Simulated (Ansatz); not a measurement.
# The perfect AlAs wire along [110], 8 atoms a period, H-terminated

Aim: is the AlAs wire along [110], 8 atoms a period, H-terminated a metal or a semiconductor?

Program: Ansatz 0.2.0. Level of theory: DFT PBE, plane waves, PAW; relaxation of a wire's period; PAW set soft_1, in the first sound run; inputs show where later runs differ. Results are calculated unless marked as measured.

**1. The starting structure**

The cell holds 16 atoms: 8 H, 4 Al and 4 As. Its edges and angles: a = 15.764 Å, b = 13.416 Å, c = 4.052 Å, α = 90.0°, β = 90.0°, γ = 90.0°. Vacuum lies along a and b. The structure's axis is c.

**2. Relaxing the period**

Band widths follow the bond lengths, so the wire is relaxed first. The atoms and the third cell vector are free; the box across stays fixed as vacuum. A Fermi-Dirac smearing is set since the result may be a metal. The pressure printed is a third of the stress's trace over the whole box, vacuum included; only the stress along the axis is relaxed.

input.yaml

```yaml
crystal:
  lattice:
    - [15.764, 0.0, 0.0]
    - [0.0, 13.416, 0.0]
    - [0.0, 0.0, 4.0517218562]
  atoms:
    - { symbol: H, position: [0.397424512, 0.253428742, 0.0] }
    - { symbol: Al, position: [0.454925141, 0.348978804, 0.0] }
    - { symbol: H, position: [0.215681299, 0.595532215, 0.5] }
    - { symbol: H, position: [0.215681299, 0.404432091, 0.5] }
    - { symbol: Al, position: [0.273181929, 0.499982153, 0.5] }
    - { symbol: As, position: [0.545796747, 0.650985502, 0.5] }
    - { symbol: As, position: [0.545796747, 0.348978804, 0.5] }
    - { symbol: H, position: [0.602564885, 0.745318365, 0.5] }
    - { symbol: H, position: [0.602564885, 0.25464594, 0.5] }
    - { symbol: Al, position: [0.636668353, 0.499982153, 0.5] }
    - { symbol: As, position: [0.364053535, 0.499982153, 0.0] }
    - { symbol: H, position: [0.397424512, 0.746535564, 0.0] }
    - { symbol: Al, position: [0.454925141, 0.650985502, 0.0] }
    - { symbol: As, position: [0.72753996, 0.499982153, 0.0] }
    - { symbol: H, position: [0.784308097, 0.594315016, 0.0] }
    - { symbol: H, position: [0.784308097, 0.405649289, 0.0] }
kpoints:
  mp_grid: { grid: [1, 1, 20] }
scf:
  occupations: { method: fermi_dirac, width: 0.05 }
hamiltonian:
  xc: pbe
  pseudopotentials: { kind: paw, azcp: { folder: soft_1 } }
relax:
  cell: { fix: [a, b, alpha, beta, gamma] }
  max_steps: 45
  f_tol: 0.03
```

On the command line:

```bash
$ ansatz run input.yaml --threads 4 --pin off --max-ram 16384MiB --backend cpu --events-out ev --progress --plain --runs-dir out
```

Numbers of over 12 decimals in the logs are rounded to 6 here.

Log:

```text
Engine: ansatz 0.2.0, x86_64-unknown-linux-gnu
Pseudopotentials: kind: paw
Pseudopotential: H, paw, valence charge 1, recommended cutoff 420 eV (normal), soft_1/H.paw.azcp
Pseudopotential: Al, paw, valence charge 3, recommended cutoff 420 eV (normal), soft_1/Al.paw.azcp
Pseudopotential: As, paw, valence charge 15, recommended cutoff 420 eV (normal), soft_1/As.paw.azcp
Functional definition: PBE
  parameter kappa = 0.804
  parameter beta = 0.066725
  exchange = pbe_x(kappa = kappa, mu = beta*pi^2/3)
  correlation = pbe_c(beta = beta)
Crystal: 16 atoms, lattice volume = 856.898 Å³
Basis set: ecut = 420 eV, 16801 PW (Γ), exchange–correlation on 216×180×60 points (8 copies of the dense FFT grid, shifted against one another)
Bands: 56, of which v1, the nominal top of the filled ones, is band 40 counted from 1 (39 counted from 0)
Symmetry: 4 space group operations
Space group: Pmm2 (ITA 25), of the structure as read, at distance tolerance 9.5e-5 Å
k-points: 11 of 20
Non-local potential: H, projectors of the file, l = 0: 2, l = 1: 1
Non-local potential: Al, projectors of the file, l = 0: 2, l = 1: 2, l = 2: 1
Non-local potential: As, projectors of the file, l = 0: 2, l = 1: 2, l = 2: 3, l = 3: 1
PAW form: soft (Blöchl's): semilocal exchange-correlation on the pseudo side does not see the compensation charge
PAW one-centre angular grid: H, 110 points (default); XC on 64 Gauss nodes
PAW one-centre angular grid: Al, 110 points (default); XC on 64 Gauss nodes
PAW one-centre angular grid: As, 590 points (default); XC on 64 Gauss nodes
Initial density: superposition of atomic densities (neutral atoms: chi_scale 0, normalization atom)
Initial wavefunctions: pseudopotential atomic-orbital guess
Functional: x = pbe(κ = 0.804, μ = 0.219515), c = pbe(β = 0.066725)
SCF iter   1: F=—  HF=-21705.545040 eV  |F-HF|=—  |Δ(HF+E_count)|=         —  Δρ=3.37e-2  dr2=1.23e1  ethr=3.10e-3  ⟨swp⟩=8.5  Hψ=3005  notcnv=0  defer=5
preconditioner: auto → Resta (q_TF=auto, 1.838 Å⁻¹)  ε∞=1.7  [insulator: Δε(μ)=3.147 eV  Ē_g=9.574 eV  σ=0.050 eV  W_gap=1.00  n_scr=84 (ndim 8)  ℏωp=8.0 eV  f_vac=0.591  D(μ)=0.00/eV (n_scr^D=0)  ε∞_Penn≈1.7  vacuum switching on, ρ_ref=6.6e-3 e/Å³]
SCF iter   2: F=—  HF=-21702.079471 eV  |F-HF|=—  |Δ(HF+E_count)|=    3.47e0  Δρ=1.40e-2  dr2=1.96e0  ethr=3.10e-3  ⟨swp⟩=3.6  Hψ=1004  notcnv=0  defer=119
SCF iter   3: F=—  HF=-21701.623832 eV  |F-HF|=—  |Δ(HF+E_count)|=   4.56e-1  Δρ=4.29e-3  dr2=4.35e-1  ethr=2.45e-3  ⟨swp⟩=3.5  Hψ=1004  notcnv=0  defer=102
SCF iter   4: F=—  HF=-21701.536601 eV  |F-HF|=—  |Δ(HF+E_count)|=   8.72e-2  Δρ=1.40e-3  dr2=1.58e-2  ethr=5.43e-4  ⟨swp⟩=4.2  Hψ=870  notcnv=0  defer=101
SCF iter   5: F=—  HF=-21701.539721 eV  |F-HF|=—  |Δ(HF+E_count)|=   3.12e-3  Δρ=3.55e-4  dr2=1.73e-3  ethr=1.97e-5  ⟨swp⟩=2.9  Hψ=977  notcnv=0  defer=98
SCF iter   6: F=—  HF=-21701.539823 eV  |F-HF|=—  |Δ(HF+E_count)|=   1.02e-4  Δρ=1.33e-4  dr2=2.15e-4  ethr=2.16e-6  ⟨swp⟩=2.0  Hψ=903  notcnv=0  defer=98
SCF iter   7: F=—  HF=-21701.539899 eV  |F-HF|=—  |Δ(HF+E_count)|=   7.61e-5  Δρ=4.27e-5  dr2=2.45e-5  ethr=2.68e-7  ⟨swp⟩=2.0  Hψ=711  notcnv=0  defer=98
SCF iter   8: F=—  HF=-21701.539953 eV  |F-HF|=—  |Δ(HF+E_count)|=   5.39e-5  Δρ=1.19e-5  dr2=1.77e-6  ethr=3.06e-8  ⟨swp⟩=2.0  Hψ=903  notcnv=0  defer=98
SCF iter   9: F=—  HF=-21701.539954 eV  |F-HF|=—  |Δ(HF+E_count)|=   9.65e-7  Δρ=4.15e-6  dr2=2.40e-7  ethr=2.21e-9  ⟨swp⟩=2.3  Hψ=957  notcnv=0  defer=98
SCF iter  10: F=-21701.539954 eV  HF=-21701.539954 eV  |F-HF|=1.40e-8  |Δ(HF+E_count)|=   2.92e-7  Δρ=1.55e-6  dr2=4.80e-8  ethr=1.25e-10  ⟨swp⟩=4.7  Hψ=1827  notcnv=0
SCF 1 converged in 10 iterations: F = -21701.539954 eV  dr2 = 4.80e-8
  greatest PAW one-centre occupation: 0.999 electrons in one spin orbital (limit 2), on the As atom at site 13 (counted from 0), in its partial waves of l = 2
relax step   1: F+E_penalty+E_count = -21701.53995406 eV  Δ(F+E_penalty+E_count) = +0.000e0 eV  max|allowed force component| = 1.109e0 eV/Å  Δτ_max = 0.0000 Å  P = +0.118 GPa  Ω = 856.898 Å³  fix = [a, b, alpha, beta, gamma]  reactions: a -0.069, b -0.382 GPa  (10 SCF iters, dr2 threshold 1.00e-7 eV, accepted)
Crystal: 16 atoms, lattice volume = 864.721 Å³
Basis set: ecut = 420 eV, 16937 PW (Γ), exchange–correlation on 216×180×60 points (8 copies of the dense FFT grid, shifted against one another)
Initial density: handed on by an earlier stage of this run
Initial wavefunctions: those handed on with the density
iter 1 solved again at ethr=7.31e-4 eV; its pass at ethr=3.10e-3 eV (dr2=5.85e-1 eV) is discarded
SCF iter   1: F=—  HF=-21702.030413 eV  |F-HF|=—  |Δ(HF+E_count)|=         —  Δρ=8.18e-3  dr2=5.95e-1  ethr=7.31e-4  ⟨swp⟩=2.2  Hψ=3031  notcnv=0
preconditioner: auto → Resta (q_TF=auto, 1.835 Å⁻¹)  ε∞=1.8  [insulator: Δε(μ)=1.450 eV  Ē_g=8.860 eV  σ=0.050 eV  W_gap=1.00  n_scr=84 (ndim 8)  ℏωp=8.0 eV  f_vac=0.641  D(μ)=0.00/eV (n_scr^D=0)  ε∞_Penn≈1.8  vacuum switching on, ρ_ref=5.7e-3 e/Å³]
SCF iter   2: F=—  HF=-21701.892616 eV  |F-HF|=—  |Δ(HF+E_count)|=   1.38e-1  Δρ=3.87e-3  dr2=9.82e-2  ethr=7.31e-4  ⟨swp⟩=4.4  Hψ=1157  notcnv=0
SCF iter   3: F=—  HF=-21701.882617 eV  |F-HF|=—  |Δ(HF+E_count)|=   1.00e-2  Δρ=9.53e-4  dr2=2.15e-2  ethr=1.23e-4  ⟨swp⟩=3.0  Hψ=1022  notcnv=0  defer=91
SCF iter   4: F=—  HF=-21701.878702 eV  |F-HF|=—  |Δ(HF+E_count)|=   3.92e-3  Δρ=3.05e-4  dr2=8.23e-4  ethr=2.69e-5  ⟨swp⟩=2.3  Hψ=743  notcnv=0  defer=91
SCF iter   5: F=—  HF=-21701.878873 eV  |F-HF|=—  |Δ(HF+E_count)|=   1.71e-4  Δρ=7.29e-5  dr2=5.55e-5  ethr=1.03e-6  ⟨swp⟩=2.0  Hψ=784  notcnv=0  defer=91
SCF iter   6: F=—  HF=-21701.878885 eV  |F-HF|=—  |Δ(HF+E_count)|=   1.29e-5  Δρ=1.96e-5  dr2=5.17e-6  ethr=6.94e-8  ⟨swp⟩=2.0  Hψ=963  notcnv=0  defer=91
SCF iter   7: F=-21701.878887 eV  HF=-21701.878887 eV  |F-HF|=1.35e-7  |Δ(HF+E_count)|=   1.17e-6  Δρ=6.67e-6  dr2=5.37e-7  ethr=2.00e-9  ⟨swp⟩=4.9  Hψ=2079  notcnv=0
SCF 2 converged in 7 iterations: F = -21701.878887 eV  dr2 = 5.37e-7
relax step   2: F+E_penalty+E_count = -21701.87888680 eV  Δ(F+E_penalty+E_count) = -3.389e-1 eV  max|allowed force component| = 6.040e-1 eV/Å  Δτ_max = 0.1938 Å  P = -0.057 GPa  Ω = 864.721 Å³  energy of the carried Pulay correction = -8.982e-4 eV  fix = [a, b, alpha, beta, gamma]  reactions: a -0.261, b -0.215 GPa  (7 SCF iters, dr2 threshold 1.60e-6 eV, accepted)
Crystal: 16 atoms, lattice volume = 871.866 Å³
Basis set: ecut = 420 eV, 17033 PW (Γ), exchange–correlation on 216×180×60 points (8 copies of the dense FFT grid, shifted against one another)
iter 1 solved again at ethr=5.86e-5 eV; its pass at ethr=3.10e-3 eV (dr2=4.69e-2 eV) is discarded
SCF iter   1: F=—  HF=-21701.936245 eV  |F-HF|=—  |Δ(HF+E_count)|=         —  Δρ=2.61e-3  dr2=4.89e-2  ethr=5.86e-5  ⟨swp⟩=2.2  Hψ=2679  notcnv=0
preconditioner: auto → Resta (q_TF=auto, 1.832 Å⁻¹)  ε∞=1.8  [insulator: Δε(μ)=1.572 eV  Ē_g=8.888 eV  σ=0.050 eV  W_gap=1.00  n_scr=84 (ndim 8)  ℏωp=8.0 eV  f_vac=0.642  D(μ)=0.00/eV (n_scr^D=0)  ε∞_Penn≈1.8  vacuum switching on, ρ_ref=5.7e-3 e/Å³]
SCF iter   2: F=—  HF=-21701.927444 eV  |F-HF|=—  |Δ(HF+E_count)|=   8.80e-3  Δρ=1.22e-3  dr2=9.44e-3  ethr=5.86e-5  ⟨swp⟩=3.2  Hψ=926  notcnv=0
SCF iter   3: F=—  HF=-21701.926856 eV  |F-HF|=—  |Δ(HF+E_count)|=   5.88e-4  Δρ=3.17e-4  dr2=2.17e-3  ethr=1.18e-5  ⟨swp⟩=2.0  Hψ=829  notcnv=0
SCF iter   4: F=—  HF=-21701.926444 eV  |F-HF|=—  |Δ(HF+E_count)|=   4.12e-4  Δρ=7.67e-5  dr2=5.68e-5  ethr=2.72e-6  ⟨swp⟩=2.0  Hψ=728  notcnv=0
SCF iter   5: F=—  HF=-21701.926505 eV  |F-HF|=—  |Δ(HF+E_count)|=   6.17e-5  Δρ=2.24e-5  dr2=5.96e-6  ethr=7.09e-8  ⟨swp⟩=2.0  Hψ=865  notcnv=0
SCF iter   6: F=-21701.926506 eV  HF=-21701.926507 eV  |F-HF|=3.15e-7  |Δ(HF+E_count)|=   1.35e-6  Δρ=5.32e-6  dr2=6.51e-7  ethr=2.00e-9  ⟨swp⟩=5.0  Hψ=2066  notcnv=0
SCF 3 converged in 6 iterations: F = -21701.926506 eV  dr2 = 6.51e-7
relax step   3: F+E_penalty+E_count = -21701.92650645 eV  Δ(F+E_penalty+E_count) = -4.762e-2 eV  max|allowed force component| = 1.666e-1 eV/Å  Δτ_max = 0.0785 Å  P = -0.014 GPa  Ω = 871.866 Å³  energy of the carried Pulay correction = -1.712e-3 eV  fix = [a, b, alpha, beta, gamma]  reactions: a -0.098, b -0.061 GPa  (6 SCF iters, dr2 threshold 1.60e-6 eV, accepted)
[...]
relax step   4: F+E_penalty+E_count = -21701.92952958 eV  Δ(F+E_penalty+E_count) = -3.023e-3 eV  max|allowed force component| = 5.314e-2 eV/Å  Δτ_max = 0.0384 Å  P = +0.001 GPa  Ω = 877.660 Å³  energy of the carried Pulay correction = -2.366e-3 eV  fix = [a, b, alpha, beta, gamma]  reactions: a -0.033, b +0.001 GPa  (5 SCF iters, dr2 threshold 1.60e-6 eV, accepted)
[...]
relax step   5: F+E_penalty+E_count = -21701.93036559 eV  Δ(F+E_penalty+E_count) = -8.360e-4 eV  max|allowed force component| = 1.062e-2 eV/Å  Δτ_max = 0.0112 Å  P = -0.014 GPa  Ω = 877.740 Å³  energy of the carried Pulay correction = -2.375e-3 eV  fix = [a, b, alpha, beta, gamma]  reactions: a -0.051, b +0.011 GPa  (5 SCF iters, dr2 threshold 1.77e-7 eV, accepted)
Initial wavefunctions: pseudopotential atomic-orbital guess (no wavefunctions were taken with the density)
iter 1 solved again at ethr=5.44e-7 eV; its pass at ethr=3.10e-3 eV (dr2=4.35e-4 eV) is discarded
SCF iter   1: F=—  HF=-21701.926877 eV  |F-HF|=—  |Δ(HF+E_count)|=         —  Δρ=9.12e-5  dr2=2.38e-6  ethr=5.44e-7  ⟨swp⟩=3.5  Hψ=4747  notcnv=0
preconditioner: auto → Resta (q_TF=auto, 1.830 Å⁻¹)  ε∞=1.8  [insulator: Δε(μ)=1.696 eV  Ē_g=8.888 eV  σ=0.050 eV  W_gap=1.00  n_scr=92 (ndim 8)  ℏωp=7.9 eV  f_vac=0.643  D(μ)=0.00/eV (n_scr^D=0)  ε∞_Penn≈1.8  vacuum switching on, ρ_ref=5.7e-3 e/Å³]
SCF iter   2: F=—  HF=-21701.931166 eV  |F-HF|=—  |Δ(HF+E_count)|=   4.29e-3  Δρ=4.59e-5  dr2=6.40e-7  ethr=2.97e-9  ⟨swp⟩=3.0  Hψ=1054  notcnv=0
SCF iter   3: F=—  HF=-21701.933245 eV  |F-HF|=—  |Δ(HF+E_count)|=   2.08e-3  Δρ=3.59e-6  dr2=1.45e-7  ethr=8.01e-10  ⟨swp⟩=3.0  Hψ=1102  notcnv=0
SCF iter   4: F=—  HF=-21701.933264 eV  |F-HF|=—  |Δ(HF+E_count)|=   1.97e-5  Δρ=9.58e-7  dr2=1.04e-8  ethr=1.81e-10  ⟨swp⟩=2.0  Hψ=789  notcnv=0
SCF iter   5: F=—  HF=-21701.933265 eV  |F-HF|=—  |Δ(HF+E_count)|=   2.23e-7  Δρ=4.33e-7  dr2=2.00e-9  ethr=1.29e-11  ⟨swp⟩=2.0  Hψ=784  notcnv=0
SCF iter   6: F=-21701.933265 eV  HF=-21701.933265 eV  |F-HF|=6.48e-10  |Δ(HF+E_count)|=   7.19e-7  Δρ=8.30e-8  dr2=1.03e-10  ethr=1.00e-12  ⟨swp⟩=4.0  Hψ=2450  notcnv=0
SCF 6 converged in 6 iterations: F = -21701.933265 eV  dr2 = 1.03e-10
relax step   6: F+E_penalty+E_count = -21701.93326538 eV  Δ(F+E_penalty+E_count) = -2.900e-3 eV  max|allowed force component| = 1.070e-2 eV/Å  Δτ_max = 0.0000 Å  P = -0.010 GPa  Ω = 877.740 Å³  fix = [a, b, alpha, beta, gamma]  reactions: a -0.049, b +0.013 GPa  stress off target by 5.75e-3 GPa on what of the cell is left free  SCF on the basis re-selected at this cell (its energy is not comparable with the rows above)  (6 SCF iters)
basis re-selected at this cell: Δ(F+E_penalty+E_count) = -2.900e-3 eV, ΔP = +0.004 GPa vs the last step (what re-selecting the basis moved, of the pressure what is left beyond the Pulay correction that the steps carried, after the strain that the cell walked since its last selection, with what the two solves' SCF thresholds leave and, on support functions, any second-order correction that the steps lacked; it is no m [...]
SCF converged after 6 iterations
Free energy (F): -21701.933265 eV
Harris-Foulkes:  -21701.933265 eV  (|F-HF|=6.48e-10)
Internal energy: -21701.933265 eV  (E = F + TS)
E sigma→0 (E₀):  -21701.933265 eV
Entropy (-TS):   -0.000000 eV (-0.000 meV/atom)
Fermi energy:    -1.882597 eV
--- Per-component energies (eV) ---
  E_band       = -1798.102006
  E_kinetic    = 579.969846
  E_local      = -27089.292065  (includes V_loc(G=0)·N_el)
  E_nonlocal   = -1526.350335
  E_hartree    = 13602.259043
  E_xc         = -498.246602
  E_vxc        = -495.980402  (∫ρ·V_xc dr)
  E_paw        = -9937.466336  (= ΣΔE_a)
  E_vpaw       = -470.960257  (= ΣTr[D̂ρ^β])
  E_aug_tail   = -0.007500  (compensation charges beyond the density's cutoff)
  E_ewald      = 3167.200683
  E_smearing   = -0.000000  (= −TS)
  E_closure    = 0.000000  (closes the sum)
  Σ components = -21701.933265   (vs F -21701.933265, Δ=0.00e0)
--- Forces (eV/Å), atoms counted from 1 ---
  atom   1  H      0.00154032     0.00212852    -0.00000000
  atom   2  Al    -0.00346960     0.00081987    -0.00000000
  atom   3  H     -0.00012053    -0.00071064     0.00000000
  atom   4  H     -0.00012053     0.00071064    -0.00000000
  atom   5  Al    -0.00118795     0.00000000    -0.00000000
  atom   6  As    -0.00040236    -0.00071657     0.00000000
  atom   7  As    -0.00040236     0.00071657    -0.00000000
  atom   8  H     -0.00078605     0.00295644    -0.00000000
  atom   9  H     -0.00078605    -0.00295644     0.00000000
  atom  10  Al     0.01069931    -0.00000000     0.00000000
  atom  11  As    -0.00401092     0.00000000    -0.00000000
  atom  12  H      0.00154032    -0.00212852     0.00000000
  atom  13  Al    -0.00346960    -0.00081987    -0.00000000
  atom  14  As     0.00548422    -0.00000000     0.00000000
  atom  15  H     -0.00225429    -0.00267878    -0.00000000
  atom  16  H     -0.00225429     0.00267878    -0.00000000
  max |Σ_I F_I| component: 3.40e-7 eV/Å
--- Stress (GPa, compression-positive) ---
       -0.049256       0.000000      -0.000000
        0.000000       0.012675      -0.000000
       -0.000000      -0.000000       0.005754
  P = ⅓ Tr σ = -0.0103 GPa (-0.103 kbar)
--- Relaxed structure (5 steps of the walk, 5 accepted, 1 SCFs on fresh bases) ---
  F+E_penalty+E_count = -21701.93326538 eV   max|allowed force component| = 1.070e-2 eV/Å   (the final SCF, on the basis selected at the relaxed cell)
  cell:  # Å, volume = 877.7398 Å³
    - [15.764, 0, 0]
    - [0, 13.416, 0]
    - [0, 0, 4.150270]
  atoms:
    - { symbol: H, position: [0.403909, 0.241347, -2.2207805368948724e-18] }
    - { symbol: Al, position: [0.449011, 0.347339, -3.0132287861615735e-19] }
    - { symbol: H, position: [0.222804, 0.604435, 0.5] }
    - { symbol: H, position: [0.222804, 0.395529, 0.5] }
    - { symbol: Al, position: [0.271720, 0.499982152875, 0.5] }
    - { symbol: As, position: [0.541622, 0.646715, 0.5] }
    - { symbol: As, position: [0.541622, 0.353250, 0.5] }
    - { symbol: H, position: [0.603425, 0.734102, 0.5] }
    - { symbol: H, position: [0.603425, 0.265863, 0.5] }
    - { symbol: Al, position: [0.631762, 0.499982152875, 0.5] }
    - { symbol: As, position: [0.365588, 0.499982152875, 0] }
    - { symbol: H, position: [0.403909, 0.758618, 2.2207805368948717e-18] }
    - { symbol: Al, position: [0.449011, 0.652625, 3.0132287861615846e-19] }
    - { symbol: As, position: [0.722048, 0.499982152875, 0] }
    - { symbol: H, position: [0.785093, 0.585445, -1.6303266797736302e-18] }
    - { symbol: H, position: [0.785093, 0.414519, 1.630326679773638e-18] }
```

Elapsed: 83 s, on 4 threads of Intel Xeon Platinum 8259CL at 2.50GHz (Skylake/Cascade Lake), shared host; peak memory 1.6 GiB.

Relaxation path:

```tsv
step	energy less that of the first step (eV)	largest force component (eV/Å)	pressure (GPa)	volume (Å³)
1	0.0000	1.1090	0.12	856.90
2	-0.3389	0.6040	-0.06	864.72
3	-0.3866	0.1666	-0.01	871.87
4	-0.3896	0.0531	0.00	877.66
5	-0.3904	0.0106	-0.01	877.74
6*	-0.3933	0.0107	-0.01	877.74
```

Relaxation steps marked * repeat the geometry before them on a plane-wave basis chosen anew for their cell, so energy and pressure can jump there.

The run keeps the 4 symmetry operations that it works with, so distortions that break them were not tested.

```tsv
cell as run	before	after	change
c (Å)	4.052	4.150	+2.4 %
```

The atoms that moved most (Å, along periodic axes as changes of fractional coordinates times the final cell, across vacuum about the mean position):

```tsv
atom	dx	dy	dz	length
H1	0.102	-0.162	0.000	0.192
H12	0.102	0.162	0.000	0.192
H4	0.112	-0.119	0.000	0.164
H3	0.112	0.119	0.000	0.164
H9	0.014	0.150	0.000	0.151
H8	0.014	-0.150	0.000	0.151
H16	0.012	0.119	0.000	0.120
H15	0.012	-0.119	0.000	0.120
```

This step gave:

```
cell length along the wire : 4.150 Å
```

The cell's length comes to 4.150 Å with spin left out.

[end of part 1 of 3]

[Logs are printed without paths, hosts, clocks, repeated set-up lines and the standing remarks that a program may print on its own settings, such as how far it seeks lower states.]

[Hosts, paths, dates, database ids (printed as entryN), source tags and the programs' standing remarks are cut or masked in the printed files.]
